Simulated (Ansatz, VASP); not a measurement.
## CdS (Hawleyite) in VASP and in Ansatz

```
Cd S
1.0
     0.00000    2.87708    2.87708
     2.87708    0.00000    2.87708
     2.87708    2.87708    0.00000
Cd S
1 1
Cartesian
  0.0000 0.0000 0.0000
  4.3156 4.3156 4.3156
```

Alike in both runs: task single point; functional r2SCAN; k mesh 8 × 8 × 8; occupations fermi-dirac, width 0.05 eV; no spin polarisation.

```csv
,VASP,Ansatz
version,VASP 6.6.1,Ansatz 0.2.0
potentials or method,"VASP PAW PBE potentials, release 64 (Cd, S)",Ansatz PAW
plane-wave cutoff (eV),520,500
valence electrons in the cell,18,26
```

```tsv
	VASP	Ansatz	Ansatz less VASP
gap on the k mesh at the Fermi level (eV)	1.69	1.69	+0.001
least direct gap on the mesh (eV)	1.69	1.69	+0.001
pressure (GPa)	4.9	4.5	-0.41
```

With one functional, cell and mesh, what is left measures potentials, basis and numerics. The two sets of potentials don't hold the same shells in valence.

Caveats: the PAW data sets were made with another functional, which shifts forces and pressure a little (VASP); the PAW data sets come from PBE, with cores solved anew for the run's functional, which leaves a small shift of forces and pressure (Ansatz). r2SCAN opens gaps a little over a GGA but as a rule still falls short of measured ones.
